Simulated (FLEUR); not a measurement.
Here is a FLEUR MaX-R8.1 (later development tree) calculation.

inp.xml

```xml
<?xml version="1.0" encoding="UTF-8" standalone="no"?>
<fleurInput fleurInputVersion="0.39">
   <comment>
      LiF                                                                                                 
   </comment>
   <calculationSetup>
      <cutoffs Kmax="4.1" Gmax="12.7" GmaxXC="12.7" numbands="0"/>
      <scfLoop itmax="60" minDistance="0.00001" maxIterBroyd="15" imix="Anderson" alpha="0.05" precondParam="0.0" spinf="2.0" sdNocoIR="T"/>
      <coreElectrons ctail="T" frcor="F" kcrel="0" coretail_lmax="0"/>
      <xcFunctional name="wc" relativisticCorrections="F"/>
      <magnetism jspins="1"/>
      <soc l_soc="F" theta="0.0" phi="0.0" spav="F"/>
      <expertModes spex="0" secvar="F"/>
      <geometryOptimization l_f="F" forcealpha="1.0" forcemix="BFGS" epsdisp="0.00001" epsforce="0.00001"/>
      <ldaU l_linMix="F" mixParam="0.05" spinf="1.0"/>
   </calculationSetup>
   <cell>
      <bzIntegration valenceElectrons="10.0" mode="hist" fermiSmearingEnergy="0.00183747">
         <kPointListSelection listName="default-1"/>
         <!-- k-points included here -->
         <xi:include xmlns:xi="http://www.w3.org/2001/XInclude" href="kpts.xml"> </xi:include>
      </bzIntegration>
      <!-- symmetry operations included here -->
      <xi:include xmlns:xi="http://www.w3.org/2001/XInclude" href="sym.xml"> </xi:include>
      <bulkLattice scale="1.0">
         <bravaisMatrix>
            <row-1>    0.0000000000000000     3.8059084149443994     3.8059084149443994</row-1>
            <row-2>    3.8059084149443994     0.0000000000000000     3.8059084149443994</row-2>
            <row-3>    3.8059084149443994     3.8059084149443994     0.0000000000000000</row-3>
         </bravaisMatrix>
      </bulkLattice>
   </cell>
   <atomSpecies>
      <species name="Fluorine (F)" element="F" atomicNumber="9">
         <mtSphere radius="1.76" gridPoints="583" logIncrement="0.019"/>
         <atomicCutoffs lmax="8" lnonsphr="6"/>
         <electronConfig flipSpins="F">
            <coreConfig>(1s1/2)</coreConfig>
            <valenceConfig>(2s1/2) (2p1/2) (2p3/2)</valenceConfig>
            <stateOccupation state="(2p1/2)" spinUp="0.833333" spinDown="0.833333"/>
            <stateOccupation state="(2p3/2)" spinUp="1.666667" spinDown="1.666667"/>
         </electronConfig>
         <energyParameters s="2" p="2" d="3" f="4"/>
         <lo type="SCLO" l="0" n="2" eDeriv="2"/>
         <lo type="SCLO" l="1" n="2" eDeriv="2"/>
         <lo type="SCLO" l="2" n="3" eDeriv="2"/>
      </species>
      <species name="Lithium (Li)" element="Li" atomicNumber="3">
         <mtSphere radius="1.76" gridPoints="583" logIncrement="0.017"/>
         <atomicCutoffs lmax="8" lnonsphr="6"/>
         <electronConfig flipSpins="F">
            <coreConfig></coreConfig>
            <valenceConfig>(1s1/2) (2s1/2)</valenceConfig>
            <stateOccupation state="(2s1/2)" spinUp="0.500000" spinDown="0.500000"/>
         </electronConfig>
         <energyParameters s="2" p="2" d="3" f="4"/>
         <lo type="SCLO" l="0" n="1" eDeriv="0"/>
         <lo type="SCLO" l="1" n="2" eDeriv="2"/>
         <lo type="SCLO" l="2" n="3" eDeriv="2"/>
      </species>
   </atomSpecies>
   <atomGroups>
      <atomGroup species="Fluorine (F)">
         <relPos label="                   1">1.000/2.000 1.000/2.000 1.000/2.000</relPos>
         <force calculate="T" relaxXYZ="TTT"/>
      </atomGroup>
      <atomGroup species="Lithium (Li)">
         <relPos label="                   2">.0000000000 .0000000000 .0000000000</relPos>
         <force calculate="T" relaxXYZ="TTT"/>
      </atomGroup>
   </atomGroups>
   <output dos="F" band="F" slice="F">
      <checks vchk="F" cdinf="F"/>
      <bandDOS minEnergy="-.5*Htr" maxEnergy="0.5*Htr" sigma="0.015" storeEVData="T"/>
      <vacuumDOS vacdos="F" integ="F" star="F" nstars="0" locx1="0.0" locy1="0.0" locx2="0.0" locy2="0.0" nstm="0" tworkf="0.0"/>
      <unfoldingBand unfoldBand="F" supercellX="1" supercellY="1" supercellZ="1"/>
      <plotting iplot="0" polar="F">
         <plot TwoD="T" vec1="  1.0  0.0  0.0" vec2="  0.0  1.0  0.0" vec3="  0.0  0.0  1.0" zero="  0.0  0.0  0.0" file="plot"/>
      </plotting>
      <chargeDensitySlicing numkpt="0" minEigenval="0.0" maxEigenval="0.0" nnne="0" pallst="F"/>
      <specialOutput eonly="F"/>
      <moessbauerParams electricFieldGradient="T" isomerShift="T" coreHyperfine="T" valenceHyperfine="T"/>
      <magneticCircularDichroism mcd="F" energyLo="-10.0" energyUp="0.0"/>
   </output>
  <!-- We include the file relax.xml here to enable relaxations (see documentation) -->
  <xi:include xmlns:xi="http://www.w3.org/2001/XInclude" href="relax.xml"> <xi:fallback/> </xi:include>
</fleurInput>
```

crystal.txt

```
LiF
&input cartesian=F /
0.0000000000  2.0140000000  2.0140000000
2.0140000000  0.0000000000  2.0140000000
2.0140000000  2.0140000000  0.0000000000
1.8897261246
1.0 1.0 1.0

2
9 0.5000000000  0.5000000000  0.5000000000
3 0.0000000000  0.0000000000  0.0000000000

&kpt div1=11 div2=11 div3=11 gamma=T /
```

Contents of inp.xml (bands):

```
<?xml version="1.0" encoding="UTF-8" standalone="no"?>
<fleurInput fleurInputVersion="0.39">
   <comment>
      LiF                                                                                                 
   </comment>
   <calculationSetup>
      <cutoffs Kmax="4.1" Gmax="12.7" GmaxXC="12.7" numbands="0"/>
      <scfLoop itmax="60" minDistance="0.00001" maxIterBroyd="15" imix="Anderson" alpha="0.05" precondParam="0.0" spinf="2.0" sdNocoIR="T"/>
      <coreElectrons ctail="T" frcor="F" kcrel="0" coretail_lmax="0"/>
      <xcFunctional name="wc" relativisticCorrections="F"/>
      <magnetism jspins="1"/>
      <soc l_soc="F" theta="0.0" phi="0.0" spav="F"/>
      <expertModes spex="0" secvar="F"/>
      <geometryOptimization l_f="F" forcealpha="1.0" forcemix="BFGS" epsdisp="0.00001" epsforce="0.00001"/>
      <ldaU l_linMix="F" mixParam="0.05" spinf="1.0"/>
   </calculationSetup>
   <cell>
      <bzIntegration valenceElectrons="10.0" mode="hist" fermiSmearingEnergy="0.00183747">
         <kPointListSelection listName="path-1"/>
         <!-- k-points included here -->
         <xi:include xmlns:xi="http://www.w3.org/2001/XInclude" href="kpts.xml"> </xi:include>
      </bzIntegration>
      <!-- symmetry operations included here -->
      <xi:include xmlns:xi="http://www.w3.org/2001/XInclude" href="sym.xml"> </xi:include>
      <bulkLattice scale="1.0">
         <bravaisMatrix>
            <row-1>    0.0000000000000000     3.8059084149443994     3.8059084149443994</row-1>
            <row-2>    3.8059084149443994     0.0000000000000000     3.8059084149443994</row-2>
            <row-3>    3.8059084149443994     3.8059084149443994     0.0000000000000000</row-3>
         </bravaisMatrix>
      </bulkLattice>
   </cell>
   <atomSpecies>
      <species name="Fluorine (F)" element="F" atomicNumber="9">
         <mtSphere radius="1.76" gridPoints="583" logIncrement="0.019"/>
         <atomicCutoffs lmax="8" lnonsphr="6"/>
         <electronConfig flipSpins="F">
            <coreConfig>(1s1/2)</coreConfig>
            <valenceConfig>(2s1/2) (2p1/2) (2p3/2)</valenceConfig>
            <stateOccupation state="(2p1/2)" spinUp="0.833333" spinDown="0.833333"/>
            <stateOccupation state="(2p3/2)" spinUp="1.666667" spinDown="1.666667"/>
         </electronConfig>
         <energyParameters s="2" p="2" d="3" f="4"/>
         <lo type="SCLO" l="0" n="2" eDeriv="2"/>
         <lo type="SCLO" l="1" n="2" eDeriv="2"/>
         <lo type="SCLO" l="2" n="3" eDeriv="2"/>
      </species>
      <species name="Lithium (Li)" element="Li" atomicNumber="3">
         <mtSphere radius="1.76" gridPoints="583" logIncrement="0.017"/>
         <atomicCutoffs lmax="8" lnonsphr="6"/>
         <electronConfig flipSpins="F">
            <coreConfig></coreConfig>
            <valenceConfig>(1s1/2) (2s1/2)</valenceConfig>
            <stateOccupation state="(2s1/2)" spinUp="0.500000" spinDown="0.500000"/>
         </electronConfig>
         <energyParameters s="2" p="2" d="3" f="4"/>
         <lo type="SCLO" l="0" n="1" eDeriv="0"/>
         <lo type="SCLO" l="1" n="2" eDeriv="2"/>
         <lo type="SCLO" l="2" n="3" eDeriv="2"/>
      </species>
   </atomSpecies>
   <atomGroups>
      <atomGroup species="Fluorine (F)">
         <relPos label="                   1">1.000/2.000 1.000/2.000 1.000/2.000</relPos>
         <force calculate="T" relaxXYZ="TTT"/>
      </atomGroup>
      <atomGroup species="Lithium (Li)">
         <relPos label="                   2">.0000000000 .0000000000 .0000000000</relPos>
         <force calculate="T" relaxXYZ="TTT"/>
      </atomGroup>
   </atomGroups>
   <output dos="F" band="T" slice="F">
      <checks vchk="F" cdinf="F"/>
      <bandDOS minEnergy="-.5*Htr" maxEnergy="0.5*Htr" sigma="0.015" storeEVData="T"/>
      <vacuumDOS vacdos="F" integ="F" star="F" nstars="0" locx1="0.0" locy1="0.0" locx2="0.0" locy2="0.0" nstm="0" tworkf="0.0"/>
      <unfoldingBand unfoldBand="F" supercellX="1" supercellY="1" supercellZ="1"/>
      <plotting iplot="0" polar="F">
         <plot TwoD="T" vec1="  1.0  0.0  0.0" vec2="  0.0  1.0  0.0" vec3="  0.0  0.0  1.0" zero="  0.0  0.0  0.0" file="plot"/>
      </plotting>
      <chargeDensitySlicing numkpt="0" minEigenval="0.0" maxEigenval="0.0" nnne="0" pallst="F"/>
      <specialOutput eonly="F"/>
      <moessbauerParams electricFieldGradient="T" isomerShift="T" coreHyperfine="T" valenceHyperfine="T"/>
      <magneticCircularDichroism mcd="F" energyLo="-10.0" energyUp="0.0"/>
   </output>
  <!-- We include the file relax.xml here to enable relaxations (see documentation) -->
  <xi:include xmlns:xi="http://www.w3.org/2001/XInclude" href="relax.xml"> <xi:fallback/> </xi:include>
</fleurInput>
```

Potentials or basis: all-electron, FLAPW.

The run is started by

```console
$ inpgen -f crystal.txt -profile fastHighL
$ # inp.xml edited to the form shown
$ fleur_MPI
$ fleur_MPI   # second run, on inp.xml (bands)
```

Q: Estimate the band gap along the path.

A: 8.92 eV, direct.

Q: Estimate the band gap on the k mesh.

A: 8.92 eV, direct.

Core levels (eV from the Fermi level):
| atom | levels |
| --- | --- |
| 1 F | 1s1/2 -650.0 |
